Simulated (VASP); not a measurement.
# Pd (P6_3/mmc) in VASP: a series of runs, part 2 of 2

VASP 6.6.1. Earlier steps stand in the parts before.

## Step 5: Single point, PBE

Input file INCAR:

```
SYSTEM = Pd
PREC = Accurate ; ENCUT = 400
EDIFF = 1E-6 ; ISMEAR = 0
SIGMA = 0.2 ; LREAL = .FALSE.
LASPH = .TRUE. ; NELM = 100
ALGO = Normal ; ISIF = 2
LWAVE = .FALSE. ; LCHARG = .FALSE.
GGA = PE ; ADDGRID = .FALSE.
```

Input file KPOINTS:

```
Automatic mesh
0
G
  20 20 11
  0 0 0
```

Input file POSCAR:

```
Pd
1.0
    2.7836650458      0.0000000000      0.0000000000
   -1.3918325229      2.4107246453      0.0000000000
    0.0000000000      0.0000000000      4.6288930000
Pd
2
Direct
    0.3333333333      0.6666666667      0.2500000000
    0.6666666667      0.3333333333      0.7500000000
```

Potentials or basis: VASP PAW PBE potentials, release 64 (Pd).

The run is started by

```sh
$ cat potpaw_PBE.64/Pd/POTCAR > POTCAR
$ mpirun -np 1 vasp_std > vasp.out
```

OUTCAR:

```text
SYSTEM = Pd
   PREC = Accurate
   ENCUT = 400
   EDIFF = 1E-6
   ISMEAR = 0
   LREAL = .FALSE.
   LASPH = .TRUE.
   NELM = 100
   ISIF = 2
   GGA = PE

 Found    264 irreducible k-points:

 Following reciprocal coordinates:
            Coordinates               Weight
  0.000000  0.000000  0.000000      1.000000
  0.050000  0.000000  0.000000      6.000000
  0.100000  0.000000  0.000000      6.000000
  0.150000  0.000000  0.000000      6.000000
  0.200000  0.000000  0.000000      6.000000
  0.250000  0.000000  0.000000      6.000000
   k-points           NKPTS =    264   k-points in BZ     NKDIM =    264   number of bands    NBANDS=     14
   number of dos      NEDOS =    301   number of ions     NIONS =      2
   total plane-waves  NPLWV =   9720
   dimension x,y,z NGX =    18 NGY =   18 NGZ =   30
   dimension x,y,z NGXF=    36 NGYF=   36 NGZF=   60
   ions per type =               2
   NGX,Y,Z   is equivalent  to a cutoff of  10.75, 10.75, 10.77 a.u.
   NGXF,Y,Z  is equivalent  to a cutoff of  21.50, 21.50, 21.55 a.u.
 SYSTEM =  Pd
   PREC   = accura    normal or accurate (medium, high low for compatibility)
   ISTART =      0    job   : 0-new  1-cont  2-samecut
   ICHARG =      2    charge: 1-file 2-atom 10-const
   ISPIN  =      1    spin polarized calculation?
   LNONCOLLINEAR =      F non collinear calculations
   LSORBIT =      F    spin-orbit coupling
   LASPH  =      T    aspherical Exc in radial PAW
   ENCUT  =  400.0 eV  29.40 Ry    5.42 a.u.   4.54  4.54  7.55*2*pi/ulx,y,z
   NELM   =    100;   NELMIN=  2; NELMDL= -5     # of ELM steps
   EDIFF  = 0.1E-05   stopping-criterion for ELM
   LREAL  =      F    real-space projection
   EDIFFG = 0.1E-04   stopping-criterion for IOM
   NSW    =      0    number of steps for IOM
   IBRION =     -1    ionic relax: 0-MD 1-quasi-New 2-CG
   NFREE  =      0    steps in history (QN), initial steepest desc. (CG)
   ISIF   =      2    stress and relaxation
   ISYM   =      2    0-nonsym 1-usesym 2-fastsym
   POTIM  = 0.5000    time-step for ionic-motion
   TEBEG  =    0.0;   TEEND  =   0.0 temperature during run
   PSTRESS=    0.0 pullay stress
   NELECT =      20.0000    total number of electrons
   NUPDOWN=      -1.0000    fix difference up-down
   EMIN   =  10.00;   EMAX   =-10.00  energy-range for DOS
   EFERMI =   0.00;   METHOD = LEGACY
   ISMEAR =     0;   SIGMA  =   0.20  broadening in eV -4-tet -1-fermi 0-gaus
   EFERMI_NEDOS =   21; number of points for ismear=-14 and -15
   IALGO  =     38    algorithm
   IMIX   =      4    mixing-type and parameters
     AMIX     =   0.40;   BMIX     =  1.00
     AMIX_MAG =   1.60;   BMIX_MAG =  1.00
  volume/ion in A,a.u.               =      15.53       104.81
  Fermi-wavevector in a.u.,A,eV,Ry     =   1.413636  2.671385 27.189429  1.998367
  Thomas-Fermi vector in A             =   2.535261
   LORBIT       =      0    0 simple, 1 ext, 2 COOP (PROOUT), +10 PAW based schemes
   GGA     = PE    functional components
   LHFCALC =     F    Hartree Fock is set to
   AEXX    =    0.0000 exact exchange contribution
   IVDW    =     0    specifies the selected vdW correction
   LEPSILON=     F    determine dielectric tensor
   LRPA    =     F    only Hartree local field effects (RPA)
 non-spin polarized calculation
 Gauss-broadening in eV      SIGMA  =   0.20
  energy-cutoff  :      400.00
  volume of cell :       31.06
 maximum number of plane-waves:       586
   NGX =  9   NGY =  9   NGZ = 15

 number of electron      19.9999992 magnetization

 Free energy of the ion-electron system (eV)
  ---------------------------------------------------
  ext. energy  EPLUGINS =         0.00000000
  ---------------------------------------------------
  free energy    TOTEN  =       -10.42047482 eV

  energy without entropy =      -10.32102954  energy(sigma->0) =      -10.37075218

 E-fermi :   8.9533     XC(G=0): -12.8629

 val. band max:        8.9516132732   @ k =   0.3500   0.2000   0.4545
 cond. band min:       8.9549003946   @ k =   0.4500   0.0500   0.3636
 fundamental gap:      0.0032871214
 Fermi energy:         8.9532793266

 k-point     1 :       0.0000    0.0000    0.0000
  band No.  band energies     occupation
      1       2.1888      2.00000
      2       4.0218      2.00000
      3       6.2317      2.00000
      4       6.4201      2.00000
      5       6.4201      2.00000
      6       6.7468      2.00000
      7       6.7468      2.00000
      8       7.3847      2.00000
      9       7.3847      2.00000
     10       8.7143      1.90896
     11       8.7143      1.90896
     12       9.9179      0.00000
     13      15.5915      0.00000
     14      26.0129      0.00000
[... 69 lines left out ...]
 k-point     6 :       0.2500    0.0000    0.0000
  band No.  band energies     occupation
      1       3.8069      2.00000
      2       4.6982      2.00000
      3       5.7413      2.00000
      4       5.9218      2.00000
      5       6.3753      2.00000
      6       6.8334      2.00000
      7       7.1026      2.00000
      8       7.4924      2.00000
      9       7.5650      2.00000
     10       7.7945      2.00000
     11       8.8956      1.31668
     12      14.2775      0.00000
     13      15.8174      0.00000
     14      21.4301      0.00000

 [... further k-points ...]
[... 5 lines left out ...]
  --------------------------------------------------------------------------------------
  -------------------------------------------------------------------------------------
  Total       -0.3716142     -0.3716142     -0.3327439     -0.0000000     -0.0000000      0.0000000
  in kB      -19.1673081    -19.1673081    -17.1624348     -0.0000000     -0.0000000      0.0000000
  external PRESSURE =     -18.4990170 kB  Pullay stress =       0.0000000 kB

 VOLUME and BASIS-vectors are now :
 -----------------------------------------------------------------------------
  energy-cutoff  :      400.00
  volume of cell :       31.06
      direct lattice vectors                 reciprocal lattice vectors
     2.783665046  0.000000000  0.000000000     0.359238624  0.207406516  0.000000000
    -1.391832523  2.410724645  0.000000000     0.000000000  0.414813032  0.000000000
     0.000000000  0.000000000  4.628893000     0.000000000  0.000000000  0.216034374

 POSITION                                       TOTAL-FORCE (eV/Angst)
 -----------------------------------------------------------------------------------
     -0.00000      1.60715      1.15722         0.000000      0.000000      0.000000
      1.39183      0.80357      3.47167        -0.000000     -0.000000      0.000000
 -----------------------------------------------------------------------------------
    total drift:                               -0.000000      0.000000     -0.000000

  FREE ENERGIE OF THE ION-ELECTRON SYSTEM (eV)
  ---------------------------------------------------
  free  energy   TOTEN  =       -10.4204748169 eV

  energy  without entropy=      -10.3210295356  energy(sigma->0) =      -10.37075218
```

stdout:

```text
POSCAR found type information on POSCAR Pd
 POSCAR found :  1 types and       2 ions
 scaLAPACK will be used
 LDA part: xc-table for (Slater+PW92), standard interpolation
 POSCAR, INCAR and KPOINTS ok, starting setup
 FFT: planning ... GRIDC
 FFT: planning ... GRID_SOFT
 FFT: planning ... GRID
 WAVECAR not read
 entering main loop
```

Wall time 26 s (1 thread of AMD EPYC 9R45 (Zen 5), shared host); peak memory 0.15 GiB.

The run converged, but some of its settings lie outside the range that counts as converged, so its numbers aren't taken as properties of the crystal.

Results:

* Free energy: -10.4205 eV
* Pressure: -1.8 GPa
* Band gap on the k mesh: none (metal or under the smearing width)

## Step 6: Single point, PBE

INCAR is that of step 5.

KPOINTS is that of step 5.

Input file POSCAR:

```
Pd
1.0
    2.7836650458      0.0000000000      0.0000000000
   -1.3918325229      2.4107246453      0.0000000000
    0.0000000000      0.0000000000      4.6288930000
Pd
2
Direct
    0.3690330000      0.6707680000      0.2457130000
    0.7034100000      0.3270270000      0.7475630000
```

Potentials or basis: VASP PAW PBE potentials, release 64 (Pd).

The run is started by

```sh
$ cat potpaw_PBE.64/Pd/POTCAR > POTCAR
$ mpirun -np 1 vasp_std > vasp.out
```

Run time: 3.5 min. Hardware: 1 thread of AMD EPYC 9R45 (Zen 5), shared host; peak memory 0.6 GiB.

The run converged, but some of its settings lie outside the range that counts as converged, so its numbers aren't taken as properties of the crystal.

Results:

| Property | Result |
| --- | --- |
| Free energy | -10.4197 eV |
| Pressure | -1.8 GPa |
| Largest force | 0.074 eV/Å |
| Band gap on the k mesh | none (metal or under the smearing width) |

## Step 7: For comparison

An earlier run on the cell as given: functional PBEsol; potentials or basis VASP PAW PBE potentials, release 64 (Pd); cutoff 520 eV; k mesh 11 × 11 × 6; occupations fermi-dirac, width 0.05 eV; no spin polarisation.

* Pressure: -10.6 GPa
* Band gap on the k mesh: none (metal or under the smearing width)
